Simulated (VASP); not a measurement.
# GaP (R-3m) in VASP: notebook

Aim: see how the results for GaP move with the level of theory and the settings. Levels: PBEsol, r2SCAN, TB-mBJ. Tasks: band structure.

Program: VASP 6.6.1. These are calculated values, not measurements. Logs are shortened: lines on timing, memory, paths and dates and some standing lists are left out, and cuts for length are marked.

## Step 1: The structure

It takes space group R-3m (No. 166, trigonal). Conventional cell: a = 3.829 Å, b = 3.829 Å, c = 19.069 Å, α = 90.00°, β = 90.00°, γ = 120.00°. Ga (site symmetry 3m) has 3 P at 2.37 Å and 1 Ga at 2.45 Å as nearest neighbours. P (site symmetry 3m) is surrounded by 1 P at 2.20 Å and 3 Ga at 2.37 Å.

Measurements of this composition are mostly on another form, of space group No. 216.

## Step 2: Band structure, PBEsol

INCAR

```
PREC = Accurate ; ENCUT = 520
EDIFF = 1E-6 ; ISMEAR = 0
SIGMA = 0.02 ; LREAL = F
LASPH = T ; NELM = 80
ALGO = Normal ; ISIF = 2
LWAVE = F ; LCHARG = F
GGA = PS
```

KPOINTS

```
regular mesh
0
Gamma
  9 9 9
```

POSCAR

```
GaP
1.0
    1.9143800000      1.1052700000      6.3564400000
   -1.9143800000      1.1052700000      6.3564400000
    0.0000000000     -2.2105400000      6.3564400000
Ga P
2 2
Direct
    0.4358000000      0.4358000000      0.4358000000
    0.5642000000      0.5642000000      0.5642000000
    0.0577900000      0.0577900000      0.0577900000
    0.9422100000      0.9422100000      0.9422100000
```

KPOINTS_OPT

```
path GLB1,BZGX,QFP1Z,LP
15
line-mode
reciprocal
 0.0000000000  0.0000000000  0.0000000000  G
 0.5000000000  0.0000000000  0.0000000000  L

 0.5000000000  0.0000000000  0.0000000000  L
 0.5000000000  0.1868232629 -0.1868232629  B1

 0.8131767371  0.5000000000  0.1868232629  B
 0.5000000000  0.5000000000  0.5000000000  Z

 0.5000000000  0.5000000000  0.5000000000  Z
 0.0000000000  0.0000000000  0.0000000000  G

 0.0000000000  0.0000000000  0.0000000000  G
 0.3434116315  0.0000000000 -0.3434116315  X

 0.6565883685  0.3434116315  0.0000000000  Q
 0.5000000000  0.5000000000  0.0000000000  F

 0.5000000000  0.5000000000  0.0000000000  F
 0.6565883685  0.6565883685  0.1868232629  P1

 0.6565883685  0.6565883685  0.1868232629  P1
 0.5000000000  0.5000000000  0.5000000000  Z

 0.5000000000  0.0000000000  0.0000000000  L
 0.8131767371  0.3434116315  0.3434116315  P
```

Potentials or basis: VASP PAW PBE potentials, release 64 (Ga_d, P).

Command:

```sh
> cat potpaw_PBE.64/Ga_d/POTCAR potpaw_PBE.64/P/POTCAR > POTCAR
> mpirun -np 1 vasp_std > vasp.out
```

OUTCAR:

```text
PREC = Accurate
   ENCUT = 520
   EDIFF = 1E-6
   ISMEAR = 0
   LREAL = F
   LASPH = T
   NELM = 80
   ISIF = 2
   GGA = PS

 ion  position               nearest neighbor table
   1  0.436  0.436  0.436-   3 2.37   3 2.37   3 2.37   2 2.45
   2  0.564  0.564  0.564-   4 2.37   4 2.37   4 2.37   1 2.45
   3  0.058  0.058  0.058-   4 2.20   1 2.37   1 2.37   1 2.37
   4  0.942  0.942  0.942-   3 2.20   2 2.37   2 2.37   2 2.37

  LATTYP: Found a trigonal (rhomboedric) cell.
 ALAT       =     6.7298441312
 COS(alpha) =     0.8381631178

  Lattice vectors:

 A1 = (   1.9143800000,   1.1052700000,   6.3564400000)
 A2 = (  -1.9143800000,   1.1052700000,   6.3564400000)
 A3 = (   0.0000000000,  -2.2105400000,   6.3564400000)

Analysis of symmetry for initial positions (statically):
=====================================================================
 Subroutine PRICEL returns:
 Original cell was already a primitive cell.

 Routine SETGRP: Setting up the symmetry group for a
 trigonal (rhombohedral) supercell.

 Subroutine GETGRP returns: Found 12 space group operations
 (whereof 12 operations were pure point group operations)
 out of a pool of 12 trial point group operations.

The static configuration has the point symmetry D_3d.

Analysis of symmetry for dynamics (positions and initial velocities):
=====================================================================
 Subroutine PRICEL returns:
 Original cell was already a primitive cell.

 Routine SETGRP: Setting up the symmetry group for a
 trigonal (rhombohedral) supercell.

 Subroutine GETGRP returns: Found 12 space group operations
 (whereof 12 operations were pure point group operations)
 out of a pool of 12 trial point group operations.

The dynamic configuration has the point symmetry D_3d.

 Subroutine INISYM returns: Found 12 space group operations
 (whereof 12 operations are pure point group operations),
 and found     1 'primitive' translations

----------------------------------------------------------------------------------------

                                     Primitive cell

  volume of cell :      80.6978

  direct lattice vectors                    reciprocal lattice vectors
     1.914380000  1.105270000  6.356440000     0.261181166  0.150792717  0.052440255
    -1.914380000  1.105270000  6.356440000    -0.261181166  0.150792717  0.052440255
     0.000000000 -2.210540000  6.356440000     0.000000000 -0.301585435  0.052440255

  length of vectors
     6.729844131  6.729844131  6.729845211     0.306111132  0.306111132  0.306110690

  position of ions in fractional coordinates (direct lattice)
     0.435800000  0.435800000  0.435800000
     0.564200000  0.564200000  0.564200000
     0.057790000  0.057790000  0.057790000
     0.942210000  0.942210000  0.942210000

  ion indices of the primitive-cell ions
   primitive index   ion index
                 1           1
                 2           2
                 3           3
                 4           4

----------------------------------------------------------------------------------------

 KPOINTS: regular mesh

Automatic generation of k-mesh.
 Grid dimensions read from file:
 generate k-points for:    9    9    9

 Generating k-lattice:

  Cartesian coordinates                     Fractional coordinates (reciprocal lattice)
     0.029020130  0.016754746  0.005826695     0.111111111  0.000000000  0.000000000
    -0.029020130  0.016754746  0.005826695     0.000000000  0.111111111  0.000000000
     0.000000000 -0.033509493  0.005826695     0.000000000  0.000000000  0.111111111

  Length of vectors
     0.034012348  0.034012348  0.034012299

  Shift w.r.t. Gamma in fractional coordinates (k-lattice)
     0.000000000  0.000000000  0.000000000

 Subroutine IBZKPT returns following result:
 ===========================================

 Found     85 irreducible k-points:

 Following reciprocal coordinates:
            Coordinates               Weight
  0.000000  0.000000  0.000000      1.000000
  0.111111  0.000000  0.000000      6.000000
  0.222222  0.000000 -0.000000      6.000000
  0.333333  0.000000  0.000000      6.000000
  0.444444  0.000000 -0.000000      6.000000
  0.111111  0.111111  0.000000      6.000000
[... 16 lines left out ...]
 -0.333333  0.333333  0.000000      6.000000
  0.444444  0.444444 -0.000000      6.000000
 [... further k-points ...]
   k-points           NKPTS =     85   k-points in BZ     NKDIM =     85   number of bands    NBANDS=     22
   number of dos      NEDOS =    301   number of ions     NIONS =      4
   total plane-waves  NPLWV = 125000
   dimension x,y,z NGX =    50 NGY =   50 NGZ =   50
   dimension x,y,z NGXF=   100 NGYF=  100 NGZF=  100
   ions per type =               2   2
   NGX,Y,Z   is equivalent  to a cutoff of  12.35, 12.35, 12.35 a.u.
   NGXF,Y,Z  is equivalent  to a cutoff of  24.70, 24.70, 24.70 a.u.
 SYSTEM =  unknown system
[... 80 lines left out ...]
      1      -9.8929      2.00000
      2      -9.7683      2.00000
      3      -9.7480      2.00000
      4      -9.7409      2.00000
      5      -9.7261      2.00000
      6      -9.6760      2.00000
[... 14 lines left out ...]
     21       7.8721      0.00000
     22       8.8181      0.00000

 k-point     3 :       0.2222    0.0000   -0.0000
  band No.  band energies     occupation
      1      -9.8862      2.00000
      2      -9.8082      2.00000
      3      -9.7599      2.00000
      4      -9.7450      2.00000
      5      -9.7109      2.00000
      6      -9.6833      2.00000
[... 14 lines left out ...]
     21       7.8223      0.00000
     22       9.8159      0.00000

 k-point     4 :       0.3333    0.0000    0.0000
  band No.  band energies     occupation
      1      -9.8814      2.00000
      2      -9.8442      2.00000
      3      -9.7767      2.00000
      4      -9.7430      2.00000
      5      -9.6937      2.00000
      6      -9.6919      2.00000
[... 14 lines left out ...]
     21       8.2669      0.00000
     22       9.6688      0.00000

 k-point     5 :       0.4444    0.0000   -0.0000
  band No.  band energies     occupation
      1      -9.8818      2.00000
      2      -9.8626      2.00000
      3      -9.7851      2.00000
      4      -9.7423      2.00000
      5      -9.6976      2.00000
      6      -9.6825      2.00000
[... 14 lines left out ...]
     21       8.5144      0.00000
     22       9.3846      0.00000

 k-point     6 :       0.1111    0.1111    0.0000
  band No.  band energies     occupation
      1      -9.8928      2.00000
      2      -9.7664      2.00000
      3      -9.7487      2.00000
      4      -9.7422      2.00000
      5      -9.7258      2.00000
      6      -9.6760      2.00000
[... 14 lines left out ...]
     21       8.0750      0.00000
     22       8.7718      0.00000

 k-point     7 :       0.2222    0.1111    0.0000
  band No.  band energies     occupation
      1      -9.8876      2.00000
      2      -9.7940      2.00000
      3      -9.7582      2.00000
      4      -9.7438      2.00000
      5      -9.7177      2.00000
      6      -9.6791      2.00000
[... 324 lines left out ...]
      6      -9.6918      2.00000
[... 14 lines left out ...]
     21       8.0741      0.00000
     22       8.9285      0.00000

 k-point    21 :       0.4444    0.3333    0.0000
  band No.  band energies     occupation
      1      -9.8778      2.00000
      2      -9.8322      2.00000
      3      -9.8020      2.00000
      4      -9.7460      2.00000
      5      -9.7029      2.00000
      6      -9.6789      2.00000
[... 14 lines left out ...]
     21       7.5315      0.00000
     22       8.8487      0.00000

 k-point    22 :      -0.4444    0.3333    0.0000
  band No.  band energies     occupation
      1      -9.8715      2.00000
      2      -9.8447      2.00000
      3      -9.8038      2.00000
      4      -9.7405      2.00000
      5      -9.7153      2.00000
      6      -9.6673      2.00000
[... 14 lines left out ...]
     21       8.3821      0.00000
     22       9.1012      0.00000

 k-point    23 :      -0.3333    0.3333    0.0000
  band No.  band energies     occupation
      1      -9.8711      2.00000
      2      -9.8508      2.00000
      3      -9.8008      2.00000
      4      -9.7301      2.00000
      5      -9.7285      2.00000
      6      -9.6565      2.00000
[... 14 lines left out ...]
     21       8.6312      0.00000
     22      10.7273      0.00000

 k-point    24 :       0.4444    0.4444   -0.0000
  band No.  band energies     occupation
      1      -9.8808      2.00000
      2      -9.8295      2.00000
      3      -9.8104      2.00000
      4      -9.7483      2.00000
      5      -9.6978      2.00000
      6      -9.6811      2.00000
[... 14 lines left out ...]
     21       6.6568      0.00000
     22       8.8826      0.00000

 [... further k-points ...]

------------------------ aborting loop because EDIFF is reached ----------------------------------------

  FORCE on cell =-STRESS in cart. coord.  units (eV):
  Direction    XX          YY          ZZ          XY          YZ          ZX
  --------------------------------------------------------------------------------------
  -------------------------------------------------------------------------------------
  Total        0.0076407      0.0076408      0.0031454      0.0000000     -0.0000000     -0.0000000
  in kB        0.1516997      0.1517003      0.0624484      0.0000000     -0.0000000     -0.0000000
  external PRESSURE =       0.1219495 kB  Pullay stress =       0.0000000 kB

 VOLUME and BASIS-vectors are now :
 -----------------------------------------------------------------------------
  energy-cutoff  :      520.00
  volume of cell :       80.70
      direct lattice vectors                 reciprocal lattice vectors
     1.914380000  1.105270000  6.356440000     0.261181166  0.150792717  0.052440255
    -1.914380000  1.105270000  6.356440000    -0.261181166  0.150792717  0.052440255
     0.000000000 -2.210540000  6.356440000     0.000000000 -0.301585435  0.052440255

 POSITION                                       TOTAL-FORCE (eV/Angst)
 -----------------------------------------------------------------------------------
      0.00000      0.00000      8.31041         0.000000      0.000000      0.001845
      0.00000      0.00000     10.75891         0.000000      0.000000     -0.001845
      0.00000      0.00000      1.10202         0.000000      0.000000     -0.003769
      0.00000      0.00000     17.96730         0.000000     -0.000000      0.003769
 -----------------------------------------------------------------------------------
    total drift:                                0.000000      0.000000      0.000000

  FREE ENERGIE OF THE ION-ELECTRON SYSTEM (eV)
  ---------------------------------------------------
  free  energy   TOTEN  =       -19.3339959460 eV

  energy  without entropy=      -19.3339959460  energy(sigma->0) =      -19.33399595
```

Wall time 12 min (1 thread of AMD EPYC 7R43 (Zen 3), shared host); peak memory 0.41 GiB.

What came out:

```yaml
Free_energy: -19.3340 eV
Pressure: 0.0 GPa
Largest_force: 0.004 eV/Å
Band_gap_on_the_k_mesh: 0.79 eV, indirect (least direct gap 1.15 eV)
Band_gap_along_the_path: 0.69 eV, indirect (least direct gap 1.15 eV)
```

Forces on the atoms (eV/Å):
```
Ga   0.000  0.000  0.002
Ga   0.000  0.000 -0.002
P    0.000  0.000 -0.004
P    0.000  0.000  0.004
```

Levels at the corners of the path, in eV from the valence-band top:
| point | band 14 | band 15 | band 16 | band 17 | band 18 | band 19 | band 20 | band 21 | band 22 |
| --- | --- | --- | --- | --- | --- | --- | --- | --- | --- |
| Γ | -1.82 | -1.82 | -0.25 | 0.00 | 0.00 | 1.15 | 1.75 | 2.72 | 3.64 |
| L | -5.75 | -4.65 | -2.93 | -2.83 | -1.86 | 1.53 | 2.59 | 3.61 | 4.41 |
| L | -5.75 | -4.65 | -2.93 | -2.83 | -1.86 | 1.53 | 2.59 | 3.61 | 4.41 |
| B1 | -6.47 | -4.31 | -4.25 | -3.58 | -1.25 | 1.67 | 2.33 | 4.96 | 5.37 |
| B | -6.47 | -4.31 | -4.25 | -3.58 | -1.25 | 1.67 | 2.33 | 4.96 | 5.37 |
| Z | -3.83 | -1.72 | -1.72 | -0.27 | -0.27 | 1.18 | 2.44 | 3.82 | 3.82 |
| Z | -3.83 | -1.72 | -1.72 | -0.27 | -0.27 | 1.18 | 2.44 | 3.82 | 3.82 |
| Γ | -1.82 | -1.82 | -0.25 | 0.00 | 0.00 | 1.15 | 1.75 | 2.72 | 3.64 |
| Γ | -1.82 | -1.82 | -0.25 | 0.00 | 0.00 | 1.15 | 1.75 | 2.72 | 3.64 |
| X | -6.42 | -4.54 | -3.89 | -3.83 | -1.30 | 1.54 | 3.29 | 3.63 | 5.56 |
| Q | -6.42 | -4.54 | -3.89 | -3.83 | -1.30 | 1.54 | 3.29 | 3.63 | 5.57 |
| F | -6.99 | -3.93 | -3.22 | -1.28 | -0.58 | 0.69 | 1.33 | 1.55 | 4.07 |
| F | -6.99 | -3.93 | -3.22 | -1.28 | -0.58 | 0.69 | 1.33 | 1.55 | 3.94 |
| P1 | -6.57 | -4.10 | -3.15 | -1.42 | -1.37 | 0.93 | 1.56 | 2.36 | 3.87 |
| P1 | -6.57 | -4.10 | -3.15 | -1.42 | -1.37 | 0.93 | 1.56 | 2.36 | 3.87 |
| Z | -3.83 | -1.72 | -1.72 | -0.27 | -0.27 | 1.18 | 2.44 | 3.82 | 3.82 |
| L | -5.75 | -4.65 | -2.93 | -2.83 | -1.86 | 1.53 | 2.59 | 3.61 | 4.41 |
| P | -6.57 | -4.10 | -3.15 | -1.42 | -1.37 | 0.93 | 1.56 | 2.36 | 3.87 |

Caveat: the PAW data sets were made with another functional, which shifts forces and pressure a little; the mesh misses the band edges, which the band path finds closer together.

## Step 3: Band structure, r2SCAN

INCAR: that of step 2 with these lines changed.

```diff
@@ -6,2 +6,2 @@
 LWAVE = F ; LCHARG = F
-GGA = PS
+METAGGA = R2SCAN ; LMIXTAU = T
```

KPOINTS is that of step 2.

POSCAR is that of step 2.

KPOINTS_OPT is that of step 2.

Potentials or basis: VASP PAW PBE potentials, release 64 (Ga_d, P).

Command:

```sh
> cat potpaw_PBE.64/Ga_d/POTCAR potpaw_PBE.64/P/POTCAR > POTCAR
> mpirun -np 1 vasp_std > vasp.out
```

Wall time 80 min (1 thread of AMD EPYC 7R43 (Zen 3), shared host); peak memory 0.42 GiB.

Results (log left out):

* Free energy: -42.3282 eV
* Pressure: 0.6 GPa
* Largest force: 0.108 eV/Å
* Band gap on the k mesh: 1.11 eV, indirect (least direct gap 1.62 eV)
* Band gap along the path: 1.02 eV, indirect (least direct gap 1.61 eV)

Forces in eV/Å, atoms in the order of the input:
```
Ga   0.000  0.000  0.013
Ga   0.000  0.000 -0.013
P    0.000  0.000 -0.108
P    0.000  0.000  0.108
```

Stress tensor (GPa, compression positive):
```
0.80 0.00 0.00
0.00 0.80 0.00
0.00 0.00 0.28
```

Levels at the corners of the path, in eV from the valence-band top:
```csv
point,band 16,band 17,band 18,band 19,band 20,band 21
Γ,-0.23,0.00,0.00,1.62,2.24,3.10
L,-3.04,-2.85,-1.92,1.92,2.99,4.05
L,-3.04,-2.85,-1.92,1.92,2.99,4.05
B1,-4.38,-3.68,-1.25,2.00,2.72,5.41
B,-4.38,-3.68,-1.25,2.00,2.72,5.41
Z,-1.80,-0.28,-0.28,1.65,2.89,4.16
Z,-1.80,-0.28,-0.28,1.65,2.89,4.16
Γ,-0.23,0.00,0.00,1.62,2.24,3.10
Γ,-0.23,0.00,0.00,1.62,2.24,3.10
X,-3.97,-3.97,-1.31,1.89,3.70,4.03
Q,-3.97,-3.97,-1.31,1.89,3.70,4.03
F,-3.35,-1.33,-0.59,1.02,1.73,1.97
F,-3.35,-1.33,-0.59,1.02,1.73,1.97
P1,-3.27,-1.47,-1.36,1.27,1.95,2.77
P1,-3.27,-1.47,-1.36,1.27,1.95,2.77
Z,-1.80,-0.28,-0.28,1.65,2.89,4.16
L,-3.04,-2.85,-1.92,1.92,2.99,4.05
P,-3.27,-1.47,-1.36,1.27,1.95,2.77
```

Caveat: the PAW data sets were made with another functional, which shifts forces and pressure a little; the mesh misses the band edges, which the band path finds closer together.

## Step 4: Band structure, TB-mBJ

POSCAR is that of step 3.

INCAR.step1

```
PREC = Accurate ; ENCUT = 520
EDIFF = 1E-5 ; ISMEAR = 0
SIGMA = 0.02 ; LREAL = F
LASPH = T ; NELM = 80
ALGO = Normal ; ISIF = 2
LWAVE = T ; LCHARG = F
GGA = PE
```

INCAR.step2

```
PREC = Accurate ; ENCUT = 520
EDIFF = 1E-6 ; ISMEAR = 0
SIGMA = 0.02 ; LREAL = F
LASPH = T ; NELM = 80
ALGO = Normal ; ISIF = 2
LWAVE = F ; LCHARG = F
METAGGA = MBJ ; ISTART = 1
```

KPOINTS is that of step 3.

KPOINTS_OPT is that of step 3.

Command:

```sh
> cat potpaw_PBE.64/Ga_d/POTCAR potpaw_PBE.64/P/POTCAR > POTCAR
> cp INCAR.step1 INCAR
> mpirun -np 1 vasp_std > vasp.out
> cp INCAR.step2 INCAR
> mpirun -np 1 vasp_std > vasp.out
```

Run time: 30 min. Hardware: 1 thread of AMD EPYC 7R43 (Zen 3), shared host; peak memory 0.48 GiB.

Results (log left out):

```yaml
Band_gap_on_the_k_mesh: 1.62 eV, indirect (least direct gap 2.07 eV)
Band_gap_along_the_path: 1.51 eV, indirect (least direct gap 1.80 eV)
```

Levels at the corners of the path, in eV from the valence-band top:
```
point  band 14  band 15  band 16  band 17  band 18  band 19  band 20  band 21  band 22
    Γ    -1.73    -1.73    -0.06     0.00     0.00     2.37     2.79     3.73     4.41
    L    -5.29    -4.42    -2.75    -2.26    -1.70     2.54     3.51     4.46     5.11
    L    -5.29    -4.42    -2.75    -2.26    -1.70     2.54     3.51     4.46     5.11
   B1    -5.99    -4.02    -3.93    -3.32    -0.84     2.42     3.30     5.80     6.11
    B    -5.99    -4.02    -3.93    -3.32    -0.84     2.42     3.30     5.80     6.12
    Z    -3.30    -1.63    -1.63    -0.23    -0.23     2.41     3.50     4.57     4.57
    Z    -3.30    -1.63    -1.63    -0.23    -0.23     2.41     3.50     4.57     4.57
    Γ    -1.73    -1.73    -0.06     0.00     0.00     2.37     2.79     3.73     4.41
    Γ    -1.73    -1.73    -0.06     0.00     0.00     2.37     2.79     3.73     4.41
    X    -5.94    -4.21    -3.63    -3.54    -0.89     2.37     4.20     4.39     6.47
    Q    -5.94    -4.21    -3.63    -3.54    -0.89     2.37     4.20     4.39     6.47
    F    -6.50    -3.79    -3.03    -1.19    -0.28     1.51     2.39     2.65     4.79
    F    -6.50    -3.79    -3.03    -1.19    -0.28     1.51     2.39     2.65     4.78
   P1    -6.09    -3.93    -2.96    -1.31    -0.94     1.78     2.58     3.34     4.71
   P1    -6.09    -3.93    -2.96    -1.31    -0.94     1.78     2.58     3.34     4.71
    Z    -3.30    -1.63    -1.63    -0.23    -0.23     2.41     3.50     4.57     4.57
    L    -5.29    -4.42    -2.75    -2.26    -1.70     2.54     3.51     4.46     5.11
    P    -6.09    -3.93    -2.96    -1.31    -0.94     1.78     2.58     3.34     4.71
```

Caveat: the PAW data sets were made with another functional, which shifts forces and pressure a little; the mesh misses the band edges, which the band path finds closer together.

## Step 5: Summary

| level | gap on the mesh (eV) | pressure (GPa) |
| --- | --- | --- |
| PBEsol | 0.79 | 0.0 |
| r2SCAN | 1.11 | 0.6 |
| TB-mBJ | 1.62 | - |

Alike in all rows: task band structure; potentials or basis VASP PAW PBE potentials, release 64 (Ga_d, P); no spin polarisation; cell as given; k mesh 9 × 9 × 9; cutoff (eV) 520; smearing gaussian 0.02 eV.

On the cell as given the gap runs from 0.69 eV (PBEsol) to 1.51 eV (TB-mBJ).

Caveats: the PAW data sets were made with another functional, which shifts forces and pressure a little; the mesh misses the band edges, which the band path finds closer together.

Absolute energies hang on the potentials; compare differences alone.
